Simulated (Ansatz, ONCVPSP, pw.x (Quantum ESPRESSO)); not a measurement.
Which Cu potential is closest to all-electron in the bcc crystal?

All use PBE, scalar-relativistic, no spin, cutoffs from each file’s atomic test, pw.x 7.5; 16³ k-points, Fermi–Dirac smearing 0.01 Ry. Δ is the rms difference from all-electron LAPW of the E(V) curves that follow from fits to the pressures, over ±6 % in volume. Mesh and smearing are coarse and serve the comparison alone. The files are a selection: those with a ghost or negative overlap were mostly not run, and those with noisy or unconverged pressures or nearly equal Δ are left out.

All-electron: a0 = 2.885 Å (V0 = 12.01 Å³/atom), B0 = 138.4 GPa.

Task: Rank them by Δ, smallest first.
A. optimised norm-conserving Vanderbilt (ONCV), ONCVPSP 4.0.1.1 (patched build), PBE; core [Ne], reference 3s2 3p6 3d9; waves: 3s: rc 0.95 bohr, ncon 3, nbas 7, qcut 11.4 1/bohr, 2 projectors, debl 3.2 Ha; 3p: rc 0.85 bohr, ncon 4, nbas 8, qcut 12.7 1/bohr, 1 projector; 3d: rc 1.50 bohr, ncon 4, nbas 8, qcut 11.2 1/bohr, 2 projectors, debl 3.4 Ha; local part: polynomial inside 0.70 bohr (lpopt 5, dvloc0 1 Ha); core correction: Teter function, fcfact 5, rcfact 1.6. In the s channel the program set the typed energies aside and used -5.155, 0.250 Ha.
B. optimised norm-conserving Vanderbilt (ONCV), ONCVPSP 4.0.1.1 (patched build), PBE; core [Ar], reference 3d10 4s1; waves: 4s: rc 1.80 bohr, ncon 4, nbas 9, qcut 4.6 1/bohr, 1 projector; p scattering state at 0.31 Ha: rc 1.60 bohr, ncon 3, nbas 8, qcut 5.4 1/bohr, 1 projector; 3d: rc 1.25 bohr, ncon 4, nbas 9, qcut 12.1 1/bohr, 1 projector; f scattering state at 0.36 Ha: rc 1.80 bohr, ncon 4, nbas 7, qcut 6.4 1/bohr, 2 projectors, debl 4 Ha; local part: polynomial inside 1.20 bohr (lpopt 2, dvloc0 0 Ha); core correction: none.
C. optimised norm-conserving Vanderbilt (ONCV), ONCVPSP 4.0.1.1 (patched build), PBE; core [Ar], reference 3d10 4s1; waves: 4s: rc 2.50 bohr, ncon 5, nbas 9, qcut 2.9 1/bohr, 1 projector; p scattering state at 0.3 Ha: rc 2.45 bohr, ncon 4, nbas 8, qcut 3.4 1/bohr, 2 projectors, debl 1.6 Ha; 3d: rc 1.55 bohr, ncon 4, nbas 9, qcut 12.2 1/bohr, 2 projectors, debl 1 Ha; local part: polynomial inside 1.20 bohr (lpopt 1, dvloc0 4 Ha); core correction: Teter function, fcfact 4.5, rcfact 1.15. In the p channel the program set the typed energies aside and used 0.050, 1.650 Ha.

Result: A (2.5 meV/atom), C (4.3 meV/atom), B (8.5 meV/atom).
